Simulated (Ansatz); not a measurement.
Runs of Ansatz 0.2.0 on AlN. It takes space group P6_3/mmc (No. 194, hexagonal). The conventional cell has a = 3.312 Å, b = 3.312 Å, c = 4.188 Å, α = 90.00°, β = 90.00°, γ = 120.00°. Al (site symmetry -6m2) is surrounded by 5 N at 1.91 to 2.09 Å. Around N (site symmetry -6m2) lie 5 Al at 1.91 to 2.09 Å. Measurements of this composition are mostly on another form, of space group No. 186.

| screening (1/Å) | gap on the mesh (eV) | pressure (GPa) |
| --- | --- | --- |
| 0.2 | 4.54 | -5.8 |
| 0.3 | (b) | -5.5 |
| 0.15 | 4.69 | -5.9 |
| 0.1 | (a) | -5.9 |

Alike in all rows: task single point; level HSE06 form with a typed share of exact exchange; potentials or basis Ansatz PAW; no spin polarisation; cell as given; k mesh 5 × 5 × 4; cutoff (eV) 420; smearing fermi-dirac 0.05 eV; the mesh is coarse, so values aren't converged.

**Question.** Fill in the values left out.

**Answer.** (a) 4.85; (b) 4.30.

Caveats: all runs use coarse meshes; odd divisions of the mesh miss points on the zone boundary, where band edges often lie, so the gap on the mesh can be too wide; the PAW data sets come from PBE, with cores solved anew for the run's functional, which leaves a small shift of forces and pressure; the thresholds are loose for stress.

